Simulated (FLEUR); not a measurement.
# Zn (Fm-3m) in FLEUR: convergence with k mesh

Aim: find how far k mesh must go before the results for Zn settle, at PBE. This setting moves, with any that are tied to it; all else stays.

Everything below comes from runs of FLEUR MaX-R8.1 (later development tree). Logs are shortened: lines on timing, memory, paths and dates and some standing lists are left out, and cuts for length are marked.

**1. Starting point**

The structure is cubic, space group Fm-3m (No. 225). The conventional cell has a = 3.930 Å, b = 3.930 Å, c = 3.930 Å, α = 90.00°, β = 90.00°, γ = 90.00°. Around Zn (site symmetry m-3m) lie 12 Zn at 2.78 Å.

This isn't the form of Zn at room conditions, which is hcp.

**2. With k mesh 3 × 3 × 3**

File inp.xml:

```xml
<?xml version="1.0" encoding="UTF-8" standalone="no"?>
<fleurInput fleurInputVersion="0.39">
   <comment>
      Zn                                                                                                  
   </comment>
   <calculationSetup>
      <cutoffs Kmax="4.1" Gmax="12.7" GmaxXC="12.7" numbands="0"/>
      <scfLoop itmax="60" minDistance="0.00001" maxIterBroyd="15" imix="Anderson" alpha="0.05" precondParam="0.0" spinf="2.0" sdNocoIR="T"/>
      <coreElectrons ctail="T" frcor="F" kcrel="0" coretail_lmax="0"/>
      <xcFunctional name="pbe" relativisticCorrections="F"/>
      <magnetism jspins="1"/>
      <soc l_soc="F" theta="0.0" phi="0.0" spav="F"/>
      <expertModes spex="0" secvar="F"/>
      <geometryOptimization l_f="T" forcealpha="1.0" forcemix="BFGS" epsdisp="0.0005" epsforce="0.0002"/>
      <ldaU l_linMix="F" mixParam="0.05" spinf="1.0"/>
   </calculationSetup>
   <cell>
      <bzIntegration valenceElectrons="20.0" mode="hist" fermiSmearingEnergy="0.00183747">
         <kPointListSelection listName="default-1"/>
         <!-- k-points included here -->
         <xi:include xmlns:xi="http://www.w3.org/2001/XInclude" href="kpts.xml"> </xi:include>
      </bzIntegration>
      <!-- symmetry operations included here -->
      <xi:include xmlns:xi="http://www.w3.org/2001/XInclude" href="sym.xml"> </xi:include>
      <bulkLattice scale="1.0">
         <bravaisMatrix>
            <row-1>    0.0000000000000000     3.7128885361870894     3.7128885361870894</row-1>
            <row-2>    3.7128885361870894     0.0000000000000000     3.7128885361870894</row-2>
            <row-3>    3.7128885361870894     3.7128885361870894     0.0000000000000000</row-3>
         </bravaisMatrix>
      </bulkLattice>
   </cell>
   <atomSpecies>
      <species name="Zinc (Zn)" element="Zn" atomicNumber="30">
         <mtSphere radius="2.43" gridPoints="803" logIncrement="0.015"/>
         <atomicCutoffs lmax="10" lnonsphr="10"/>
         <electronConfig flipSpins="F">
            <coreConfig>(1s1/2) (2s1/2) (2p1/2) (2p3/2)</coreConfig>
            <valenceConfig>(3s1/2) (3p1/2) (3p3/2) (4s1/2) (3d3/2) (3d5/2)</valenceConfig>
         </electronConfig>
         <energyParameters s="4" p="4" d="3" f="4"/>
         <lo type="SCLO" l="0" n="3" eDeriv="0"/>
         <lo type="SCLO" l="1" n="3" eDeriv="0"/>
         <lo type="SCLO" l="1" n="3" eDeriv="1"/>
         <lo type="HELO" l="2" n="4" eDeriv="0"/>
         <lo type="HELO" l="2" n="4" eDeriv="1"/>
         <lo type="SCLO" l="3" n="4" eDeriv="2"/>
      </species>
   </atomSpecies>
   <atomGroups>
      <atomGroup species="Zinc (Zn)">
         <relPos label="                   1">.0000000000 .0000000000 .0000000000</relPos>
         <force calculate="T" relaxXYZ="TTT"/>
      </atomGroup>
   </atomGroups>
   <output dos="F" band="F" slice="F">
      <checks vchk="F" cdinf="F"/>
      <bandDOS minEnergy="-.5*Htr" maxEnergy="0.5*Htr" sigma="0.015" storeEVData="T"/>
      <vacuumDOS vacdos="F" integ="F" star="F" nstars="0" locx1="0.0" locy1="0.0" locx2="0.0" locy2="0.0" nstm="0" tworkf="0.0"/>
      <unfoldingBand unfoldBand="F" supercellX="1" supercellY="1" supercellZ="1"/>
      <plotting iplot="0" polar="F">
         <plot TwoD="T" vec1="  1.0  0.0  0.0" vec2="  0.0  1.0  0.0" vec3="  0.0  0.0  1.0" zero="  0.0  0.0  0.0" file="plot"/>
      </plotting>
      <chargeDensitySlicing numkpt="0" minEigenval="0.0" maxEigenval="0.0" nnne="0" pallst="F"/>
      <specialOutput eonly="F"/>
      <moessbauerParams electricFieldGradient="T" isomerShift="T" coreHyperfine="T" valenceHyperfine="T"/>
      <magneticCircularDichroism mcd="F" energyLo="-10.0" energyUp="0.0"/>
   </output>
  <!-- We include the file relax.xml here to enable relaxations (see documentation) -->
  <xi:include xmlns:xi="http://www.w3.org/2001/XInclude" href="relax.xml"> <xi:fallback/> </xi:include>
</fleurInput>
```

File crystal.txt:

```
Zn
&input cartesian=F /
0.0000000000  1.9647760000  1.9647760000
1.9647760000  0.0000000000  1.9647760000
1.9647760000  1.9647760000  0.0000000000
1.8897261246
1.0 1.0 1.0

1
30 0.0000000000  0.0000000000  0.0000000000

&kpt div1=3 div2=3 div3=3 gamma=T /
```

Potentials or basis: all-electron, FLAPW.

Launch:

```console
$ inpgen -f crystal.txt -profile fastHighL
$ # inp.xml edited to the form shown
$ fleur_MPI
```

Standard output:

```text
Welcome to FLEUR        (www.flapw.de)
      MaX-Release 8.1          (www.max-centre.eu)

 ========== k-point set info ==========
 Selected k-point list: default-1
 k-point list type: mesh
 3 x 3 x 3
 Number of k points: 4

 ------------Calculation Setup---------------------------
 Number of MPI-tasks      :            1
 Number of PE/node        :            1
 Number of OMP-threads    :            1
 Most efficient MPI parallelization for:
           1           2           4
 Additional eigenvalue parallelization possible
 Number of basis functions:          171
 Approximate size of matrices (H+S) per k-point:         0.000 GB
 --------------------------------------------------------
 Iteration:     1   Distance:       9.09604003 me/bohr^3
 Iteration:     2   Distance:       7.40073550 me/bohr^3
 Iteration:     3   Distance:       3.22682987 me/bohr^3
 Iteration:     4   Distance:       2.19189380 me/bohr^3
 Iteration:     5   Distance:       1.98429889 me/bohr^3
 Iteration:     6   Distance:       0.30529384 me/bohr^3
 Iteration:     7   Distance:       0.29040822 me/bohr^3
 Iteration:     8   Distance:       0.00651858 me/bohr^3
 Iteration:     9   Distance:       0.00828427 me/bohr^3
 Iteration:    10   Distance:       0.00055142 me/bohr^3
 Iteration:    11   Distance:       0.00026574 me/bohr^3
 Iteration:    12   Distance:       0.00002455 me/bohr^3
 Iteration:    13   Distance:       0.00000291 me/bohr^3

 ********************************************************************
 Run finished successfully
 Stop message:
   Structural relaxation: Done
 ********************************************************************
```

out.xml (last iteration):

```text
<iteration numberForCurrentRun="   14" overallNumber="   14">
         <energyParameters units="Htr">
            <atomicEP atomType="1" spin="1" branch="4s" branchLowest="-4.38" branchHighest="1.05" value="0.0946215563"/>
            <atomicEP atomType="1" spin="1" branch="4p" branchLowest="-2.70" branchHighest="1.63" value="0.2677014816"/>
            <atomicEP atomType="1" spin="1" branch="3d" branchLowest="-9.99" branchHighest="0.04" value="-0.0021712583"/>
            <atomicEP atomType="1" spin="1" branch="4f" branchLowest="-9.99" branchHighest="3.22" value="0.6082289110"/>
            <loAtomicEP atomType="1" spin="1" branch="3s" branchLowest="-42.19" branchHighest="-4.38" value="-4.3828283751"/>
            <loAtomicEP atomType="1" spin="1" branch="3p" branchLowest="-36.52" branchHighest="-2.70" value="-2.6993461905"/>
            <loAtomicEP atomType="1" spin="1" branch="3p" branchLowest="-36.52" branchHighest="-2.70" value="-2.6993461905"/>
            <heloAtomicEP atomType="1" spin="1" branch="4d" branchLowest="2.06" branchHighest="2.06" value="2.0572041651"/>
            <heloAtomicEP atomType="1" spin="1" branch="4d" branchLowest="2.06" branchHighest="2.06" value="2.0572041651"/>
            <loAtomicEP atomType="1" spin="1" branch="4f" branchLowest="-9.99" branchHighest="3.22" value="0.6082308163"/>
         </energyParameters>
         <eigenvalues>
            <eigenvaluesAt spin="1" ikpt="1" k_x="0.00000000" k_y="0.00000000" k_z="0.00000000">
                      -4.3829006030       -2.6976647712       -2.6976647712       -2.6976647712       -0.1162970107
                      -0.0141756715       -0.0141756715       -0.0141756715       -0.0001298943       -0.0001298943
                       0.9330871869        0.9330871869        0.9330871869        0.9468362718        1.0283420786
                       1.0283420786
            </eigenvaluesAt>
            <eigenvaluesAt spin="1" ikpt="2" k_x="0.00000000" k_y="0.00000000" k_z="0.33333333">
                      -4.3828466113       -2.6982536413       -2.6977614666       -2.6977614666       -0.0425554477
                      -0.0124670359       -0.0124670359        0.0056677603        0.0056677603        0.0293349875
                       0.4046828989        0.8334304160        0.8334304160        0.9104458133        1.0028385519
                       1.0028385519
            </eigenvaluesAt>
            <eigenvaluesAt spin="1" ikpt="3" k_x="0.00000000" k_y="0.33333333" k_z="0.33333333">
                      -4.3828285167       -2.6982312475       -2.6979017595       -2.6979017595       -0.0349175390
                      -0.0311460871        0.0051722077        0.0051722077        0.0073108259        0.0658804598
                       0.5674307863        0.6236707302        0.6236707302        0.7332179836        0.7753708189
                       1.4670453221
            </eigenvaluesAt>
            <eigenvaluesAt spin="1" ikpt="4" k_x="0.00000000" k_y="0.33333333" k_z="0.66666667">
                      -4.3828102297       -2.6982084085       -2.6982073601       -2.6978797991       -0.0283110184
                      -0.0192091889       -0.0102175886       -0.0001770740        0.0069522493        0.2375976101
                       0.3364633107        0.3878307840        0.6701322144        0.7814209177        1.1970235469
                       1.2739401331
            </eigenvaluesAt>
         </eigenvalues>
         <bandgap value="2.6902727658" units="eV"/>
         <sumValenceSingleParticleEnergies value="-24.8077417224" units="Htr"/>
         <FermiEnergy value="0.2375976101" units="Htr"/>
         <valenceDensity>
            <mtCharges spin="1">
               <mtCharge atomType="1" total="18.9912307" s="2.7126393" p="6.4718076" d="9.7913389" f="0.0131259"/>
            </mtCharges>
            <spinDependentCharge spin="1" total="20.0000000" interstitial="1.0087693" mtSpheres="18.9912307"/>
            <totalCharge value="20.0000000000"/>
         </valenceDensity>
         <coreStates atomType="     1" atomicNumber=" 30" spin="1" kinEnergy="   1577.3769850563" eigValSum="  -1002.7713846256" lostElectrons=" 0.000000">
            <state n="1" l="0" j="0.5" energy="-349.6128464376" weight="1.0000000000"/>
            <state n="2" l="0" j="0.5" energy="-42.1917891881" weight="1.0000000000"/>
            <state n="2" l="1" j="0.5" energy="-37.1119087649" weight="1.0000000000"/>
            <state n="2" l="1" j="1.5" energy="-36.2345739611" weight="2.0000000000"/>
         </coreStates>
         <allElectronCharges>
            <spinDependentCharge spin="1" total="30.0000000" interstitial="1.0087693" mtSpheres="28.9912307"/>
            <totalCharge value="30.0000000003"/>
         </allElectronCharges>
         <moessbauerParams unitsHFF="kG" unitsIS="e/bohr^3" unitsEFG="Htr/bohr^2">
            <coreIsomerShift atomType="1" isTotal="24873.68133">
               <shell n="1" l="0" isomerShift="22627.58429"/>
               <shell n="2" l="0" isomerShift="2229.17862"/>
               <shell n="2" l="1" isomerShift="16.91842"/>
            </coreIsomerShift>
            <isomerShift atomType="1" nucleusRadius="0.0000952" averageDensity="25217.57219"/>
            <electricFieldGradient atomType="1" VXX="0.00000" VYY="0.00000" VZZ="0.00000" asymParam="0.00000">
               0.00000 0.00000 0.00000
               0.00000 0.00000 0.00000
               0.00000 0.00000 0.00000
            </electricFieldGradient>
         </moessbauerParams>
         <totalEnergy                                    value="    -1796.1064313010" units="Htr">
            <sumOfEigenvalues                            value="    -1027.5791263481">
               <coreElectrons value="-1002.7713846256"/>
               <valenceElectrons value="-24.8077417224"/>
            </sumOfEigenvalues>
            <densityCoulombPotentialIntegral value="-2763.5282404609"/>
            <densityEffectivePotentialIntegral value="-2856.6935833133"/>
            <chargeDenXCDenIntegral value="-71.6672606376"/>
            <FockExchangeEnergyValence value="0.0000000000"/>
            <FockExchangeEnergyCore value="0.0000000000"/>
            <atomTypeDependentContributions atomType="1">
               <electronNucleiInteractionDifferentMTs value="2161.8024426848"/>
               <MadelungTerm value="-9.9870647134"/>
            </atomTypeDependentContributions>
            <tkbTimesEntropy value="0.0000000000"/>
            <freeEnergy value="-1796.1064313010"/>
            <extrapolationTo0K value="-1796.1064313010"/>
         </totalEnergy>
         <totalForcesOnRepresentativeAtoms units="Htr/bohr">
            <forceTotal atomType="1" x="0.000000" y="0.000000" z="0.000000" F_x="0.00000000" F_y="0.00000000" F_z="0.00000000"/>
         </totalForcesOnRepresentativeAtoms>
      </iteration>
```

Wall time 5 s (1 thread of Arm Neoverse V2, shared host); peak memory 0.06 GiB.

What came out:

```
Free energy                                           : -48874.5458 eV
Band gap on the k mesh                                : 2.69 eV, direct
Valence electrons inside the program's atomic spheres : Zn 18.99 (radii Zn 2.43 bohr)
```

**3. With k mesh 5 × 5 × 5**

inp.xml is that of step 2.

Edit crystal.txt of step 2 so:

```diff
@@ -11,2 +11,2 @@
 
-&kpt div1=3 div2=3 div3=3 gamma=T /
+&kpt div1=5 div2=5 div3=5 gamma=T /
```

Potentials or basis: all-electron, FLAPW.

Launch:

```console
$ inpgen -f crystal.txt -profile fastHighL
$ # inp.xml edited to the form shown
$ fleur_MPI
```

Wall time 6.8 s (1 thread of Arm Neoverse V2, shared host); peak memory 0.06 GiB.

Results:

```yaml
Free_energy: -48874.7302 eV
Band_gap_on_the_k_mesh: none (metal or under the smearing width)
Valence_electrons_inside_the_program's_atomic_spheres: Zn 18.98 (radii Zn 2.43 bohr)
```

**4. With k mesh 7 × 7 × 7**

inp.xml is that of step 3.

Edit crystal.txt of step 3 so:

```diff
@@ -11,2 +11,2 @@
 
-&kpt div1=5 div2=5 div3=5 gamma=T /
+&kpt div1=7 div2=7 div3=7 gamma=T /
```

Launch:

```console
$ inpgen -f crystal.txt -profile fastHighL
$ # inp.xml edited to the form shown
$ fleur_MPI
```

Wall time 8.9 s (1 thread of Arm Neoverse V2, shared host); peak memory 0.06 GiB.

Results:

* Free energy: -48874.8425 eV
* Band gap on the k mesh: none (metal or under the smearing width)
* Valence electrons inside the program's atomic spheres: Zn 18.98 (radii Zn 2.43 bohr)

**5. With k mesh 8 × 8 × 8**

inp.xml is that of step 4.

Edit crystal.txt of step 4 so:

```diff
@@ -11,2 +11,2 @@
 
-&kpt div1=7 div2=7 div3=7 gamma=T /
+&kpt div1=8 div2=8 div3=8 gamma=T /
```

Launch:

```console
$ inpgen -f crystal.txt -profile fastHighL
$ # inp.xml edited to the form shown
$ fleur_MPI
```

It took 12 s on 1 thread of Arm Neoverse V2, shared host; peak memory 0.06 GiB.

Results:

| Property | Result |
| --- | --- |
| Free energy | -48874.7876 eV |
| Band gap on the k mesh | none (metal or under the smearing width) |
| Valence electrons inside the program's atomic spheres | Zn 18.98 (radii Zn 2.43 bohr) |

**6. With k mesh 10 × 10 × 10**

inp.xml is that of step 5.

Edit crystal.txt of step 5 so:

```diff
@@ -11,2 +11,2 @@
 
-&kpt div1=8 div2=8 div3=8 gamma=T /
+&kpt div1=10 div2=10 div3=10 gamma=T /
```

Potentials or basis: all-electron, FLAPW.

Launch:

```console
$ inpgen -f crystal.txt -profile fastHighL
$ # inp.xml edited to the form shown
$ fleur_MPI
```

Run time: 17 s. Hardware: 1 thread of Arm Neoverse V2, shared host; peak memory 0.06 GiB.

What came out:

```yaml
Free_energy: -48874.7930 eV
Band_gap_on_the_k_mesh: none (metal or under the smearing width)
Valence_electrons_inside_the_program's_atomic_spheres: Zn 18.98 (radii Zn 2.43 bohr)
```

**7. With k mesh 12 × 12 × 12**

inp.xml is that of step 6.

Edit crystal.txt of step 6 so:

```diff
@@ -11,2 +11,2 @@
 
-&kpt div1=10 div2=10 div3=10 gamma=T /
+&kpt div1=12 div2=12 div3=12 gamma=T /
```

Launch:

```console
$ inpgen -f crystal.txt -profile fastHighL
$ # inp.xml edited to the form shown
$ fleur_MPI
```

Run time: 24 s. Hardware: 1 thread of Arm Neoverse V2, shared host; peak memory 0.06 GiB.

Results:

```
Free energy                                           : -48874.7841 eV
Band gap on the k mesh                                : none (metal or under the smearing width)
Valence electrons inside the program's atomic spheres : Zn 18.98 (radii Zn 2.43 bohr)
```

**8. With k mesh 15 × 15 × 15**

inp.xml is that of step 7.

Edit crystal.txt of step 7 so:

```diff
@@ -11,2 +11,2 @@
 
-&kpt div1=12 div2=12 div3=12 gamma=T /
+&kpt div1=15 div2=15 div3=15 gamma=T /
```

Launch:

```console
$ inpgen -f crystal.txt -profile fastHighL
$ # inp.xml edited to the form shown
$ fleur_MPI
```

Run time: 36 s. Hardware: 1 thread of Arm Neoverse V2, shared host; peak memory 0.06 GiB.

Results:

| Item | Value |
| --- | --- |
| Free energy | -48874.7920 eV |
| Band gap on the k mesh | none (metal or under the smearing width) |
| Valence electrons inside the program's atomic spheres | Zn 18.98 (radii Zn 2.43 bohr) |

**9. With k mesh 18 × 18 × 18**

inp.xml is that of step 8.

Edit crystal.txt of step 8 so:

```diff
@@ -11,2 +11,2 @@
 
-&kpt div1=15 div2=15 div3=15 gamma=T /
+&kpt div1=18 div2=18 div3=18 gamma=T /
```

Potentials or basis: all-electron, FLAPW.

Launch:

```console
$ inpgen -f crystal.txt -profile fastHighL
$ # inp.xml edited to the form shown
$ fleur_MPI
```

It took 62 s on 1 thread of Arm Neoverse V2, shared host; peak memory 0.07 GiB.

Results:

```
Free energy                                           : -48874.7928 eV
Band gap on the k mesh                                : none (metal or under the smearing width)
Valence electrons inside the program's atomic spheres : Zn 18.98 (radii Zn 2.43 bohr)
```

**10. The series at a glance**

| k mesh | energy less the tightest run, at zero smearing (meV/atom) | gap on the mesh (eV) | SCF cycles | CPU time (s) | peak memory (GiB) |
| --- | --- | --- | --- | --- | --- |
| 3 × 3 × 3 | 245.71 | 2.690 | 14 | 5 | 0.06 |
| 5 × 5 × 5 | 69.69 | 0.000 | 15 | 6.8 | 0.06 |
| 7 × 7 × 7 | -50.96 | 0.000 | 14 | 8.9 | 0.06 |
| 8 × 8 × 8 | 5.95 | 0.000 | 14 | 12 | 0.06 |
| 10 × 10 × 10 | 0.60 | 0.000 | 14 | 17 | 0.06 |
| 12 × 12 × 12 | 9.08 | 0.000 | 14 | 24 | 0.06 |
| 15 × 15 × 15 | 0.68 | 0.000 | 14 | 36 | 0.06 |
| 18 × 18 × 18 | 0.00 | 0.000 | 14 | 62 | 0.07 |

Against the tightest run, the energy stays within 1 meV/atom from 15 × 15 × 15 on; the gap on the mesh stays within 0.01 eV from 5 × 5 × 5 on. Meshes of other sizes hit other points, so gaps and Fermi surfaces needn't settle smoothly. The tightest run that finished is the yardstick and may itself not be fully converged.
